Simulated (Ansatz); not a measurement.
# SiC: a line through a two-coordinate scan, part 2 of 2

One line of a two-coordinate grid on SiC (F-43m, No. 216; 2 atoms in the cell): volume per atom is varied, at length along [111] over the lengths across it = 0.984.

Ansatz 0.2.0; DFT PBE, scalar-relativistic, plane waves, PAW. Earlier steps stand in the parts before.

## Step 11: Point (11.005 Å³, 0.984)

The COD entry's cell or inner coordinates are ideal or old and differ from later refinements, so a difference from it is no clean test against experiment.

Input file input.yaml:

```yaml
crystal:
  lattice:
    - [0.0, 2.2362324146, 2.2362324146]
    - [2.2362324146, 0.0, 2.2362324146]
    - [2.212528351, 2.212528351, 0.0237040636]
  atoms:
    - { symbol: Si, position: [0.0, 0.0, 0.0] }
    - { symbol: C, position: [0.75, 0.75, 0.75] }
basis:
  ecutwfc: 520.0
kpoints:
  mp_grid: { grid: [12, 12, 12] }
hamiltonian:
  xc: pbe
scf:
  occupations: { method: gaussian, width: 0.05 }
output:
  forces: true
  stress: true
  eigenvalues: true
```

Command:

```bash
> ansatz run input.yaml --threads 1 --pin off --max-ram 2048MiB --backend cpu --events-out ev --progress --plain --runs-dir out
```

Log (excerpt; [...] marks lines left out):

```text
[...]
SCF converged after 6 iterations
Free energy (F): -887.127928 eV
[...]
E sigma→0 (E₀):  -887.127928 eV
Fermi energy:    9.447160 eV
[...]
--- Forces (eV/Å), atoms counted from 1 ---
  atom   1  Si    -0.06308089    -0.06308089     0.06308089
  atom   2  C      0.06308386     0.06308386    -0.06308386
[...]
--- Stress (GPa, compression-positive) ---
       -9.015447       2.501816      -2.501816
        2.501816      -9.015447      -2.501816
       -2.501816      -2.501816      -9.015447
  P = ⅓ Tr σ = -9.0154 GPa (-90.154 kbar)
--- Band table (eV; the first three rows and the last of 189) ---
  k-point 0: bands = ["-6.2080", "8.6935", "8.6935", "8.7682", "14.1707", "15.4992", "15.4992", "15.8967"]
[...]
```

It took 2 s on 1 thread of Intel Xeon 6975P-C (Granite Rapids), shared host; peak memory 0.41 GiB.

On the map this point reads 18 meV/atom.

## Step 12: Point (11.258 Å³, 0.984)

input.yaml, as its differences from that of step 11:

```diff
@@ -2,5 +2,5 @@
   lattice:
-    - [0.0, 2.2362324146, 2.2362324146]
-    - [2.2362324146, 0.0, 2.2362324146]
-    - [2.212528351, 2.212528351, 0.0237040636]
+    - [0.0, 2.2532394043, 2.2532394043]
+    - [2.2532394043, 0.0, 2.2532394043]
+    - [2.2293550666, 2.2293550666, 0.0238843377]
   atoms:
```

Command:

```bash
> ansatz run input.yaml --threads 1 --pin off --max-ram 2048MiB --backend cpu --events-out ev --progress --plain --runs-dir out
```

Log (excerpt; [...] marks lines left out):

```text
[...]
SCF converged after 6 iterations
Free energy (F): -887.093314 eV
[...]
E sigma→0 (E₀):  -887.093314 eV
Fermi energy:    9.183520 eV
[...]
--- Forces (eV/Å), atoms counted from 1 ---
  atom   1  Si    -0.05169455    -0.05169455     0.05169455
  atom   2  C      0.05169813     0.05169813    -0.05169813
[...]
--- Stress (GPa, compression-positive) ---
      -12.828116       2.348015      -2.348015
        2.348015     -12.828116      -2.348015
       -2.348015      -2.348015     -12.828116
  P = ⅓ Tr σ = -12.8281 GPa (-128.281 kbar)
--- Band table (eV; the first three rows and the last of 189) ---
  k-point 0: bands = ["-6.3081", "8.4236", "8.4236", "8.4939", "13.6425", "15.0842", "15.0842", "15.4693"]
[...]
```

It took 2 s on 1 thread of Intel Xeon 6975P-C (Granite Rapids), shared host; peak memory 0.38 GiB.

Energy on the map's scale: 35 meV/atom.

## Step 13: The run at (11.762 Å³, 0.984)

input.yaml, as its differences from that of step 12:

```diff
@@ -2,5 +2,5 @@
   lattice:
-    - [0.0, 2.2532394043, 2.2532394043]
-    - [2.2532394043, 0.0, 2.2532394043]
-    - [2.2293550666, 2.2293550666, 0.0238843377]
+    - [0.0, 2.2863742191, 2.2863742191]
+    - [2.2863742191, 0.0, 2.2863742191]
+    - [2.2621386524, 2.2621386524, 0.0242355667]
   atoms:
```

Command:

```bash
> ansatz run input.yaml --threads 1 --pin off --max-ram 2048MiB --backend cpu --events-out ev --progress --plain --runs-dir out
```

Log (excerpt; [...] marks lines left out):

```text
Warning: RAYON_NUM_THREADS=1 ignored (pool sized by the plan → 1); use --threads N
[...]
[... 4 set-up lines as earlier in the session ...]
[...]
Crystal: 2 atoms, lattice volume = 23.524 Å³
Basis set: ecut = 520 eV, 621 PW (Γ), exchange–correlation on 50×50×48 points (8 copies of the dense FFT grid, shifted against one another)
Bands: 8, of which v1, the nominal top of the filled ones, is band 4 counted from 1 (3 counted from 0)
[... 1 set-up line as earlier in the session ...]
Space group: R3m (ITA 160), of the structure as read, at distance tolerance 2.9e-5 Å
k-points: 189 of 1728 (time reversal used)
[...]
SCF iter   1: F=—  HF=-886.992608 eV  |F-HF|=—  |Δ(HF+E_count)|=         —  Δρ=3.52e-3  dr2=3.74e-3  ethr=1.77e-3  ⟨swp⟩=5.6  Hψ=12483  notcnv=0
[...]
SCF iter   6: F=-886.991838 eV  HF=-886.991838 eV  |F-HF|=6.80e-11  |Δ(HF+E_count)|=   4.18e-9  Δρ=1.26e-6  dr2=3.79e-10  ethr=5.29e-11  ⟨swp⟩=1.7  Hψ=4838  notcnv=0
[...]
SCF converged after 6 iterations
Free energy (F): -886.991838 eV
[...]
E sigma→0 (E₀):  -886.991838 eV
Fermi energy:    8.687105 eV
[...]
--- Forces (eV/Å), atoms counted from 1 ---
  atom   1  Si    -0.03136954    -0.03136954     0.03136954
  atom   2  C      0.03137301     0.03137301    -0.03137301
[...]
--- Stress (GPa, compression-positive) ---
      -19.172997       2.073261      -2.073261
        2.073261     -19.172997      -2.073261
       -2.073261      -2.073261     -19.172997
  P = ⅓ Tr σ = -19.1730 GPa (-191.730 kbar)
--- Band table (eV; the first three rows and the last of 189) ---
  k-point 0: bands = ["-6.4946", "7.9160", "7.9160", "7.9782", "12.6399", "14.3062", "14.3062", "14.6696"]
[...]
```

Run time: 2.1 s. Hardware: 1 thread of Intel Xeon 6975P-C (Granite Rapids), shared host; peak memory 0.42 GiB.

Energy on the map's scale: 86 meV/atom.

## Step 14: What came out

This closing draws on all 2 parts.

```
volume per atom (Å³)  step  energy (meV/atom)  slope (meV/atom per Å³)  pressure (GPa)  band gap on the k-mesh (eV)  largest force on an atom (eV/Å)
               9.241     3                127                     −218            35.0                         1.17                             0.30
               9.493     4                 79                     −164            26.2                         1.20                             0.26
               9.745     5                 44                     −115            18.5                         1.23                             0.23
               9.997     6                 21                      −73            11.6                         1.26                             0.20
              10.249     8                  7                      −34             5.5                         1.29                             0.18
              10.501     9                3.0                        0             0.1                         1.31                             0.15
              10.753    10                  7                       30            −4.7                         1.34                             0.13
              11.005    11                 18                       56            −9.0                         1.36                             0.11
              11.258    12                 35                       80           −12.8                         1.38                             0.09
              11.510     –                 58                      101           −16.2                         1.40                             0.07
              11.762    13                 86                      120           −19.2                         1.42                             0.05
```

Energies count from the relaxed crystal. Rows without a step come from runs not printed here or follow by symmetry. Slopes come from the forces (and the stress, where the cell changes), not from differences of energies.

| run | outcome |
| --- | --- |
| step 7, run with occupations.method fermi_dirac, occupations.width 0.1 (against step 6) | 0.0 meV/atom |

In words: Along the line the energy is lowest at 10.501 Å³, 3.0 meV/atom from the zero. Energies and slopes round the minimum, fitted together, put the minimum at 10.5048 Å³, with a curvature of about 130 meV/atom per (Å³)². V·d²E/dV² there is about 210 GPa, a bulk modulus under this line's constraint. The highest point computed, at 9.241 Å³, lies 124 meV/atom above the lowest. This is one cut through a surface in two coordinates; the map's lowest point lies off it.

The gaps are Kohn-Sham values of a semilocal functional, not quasiparticle or optical gaps. Such gaps usually fall short of the measured ones.
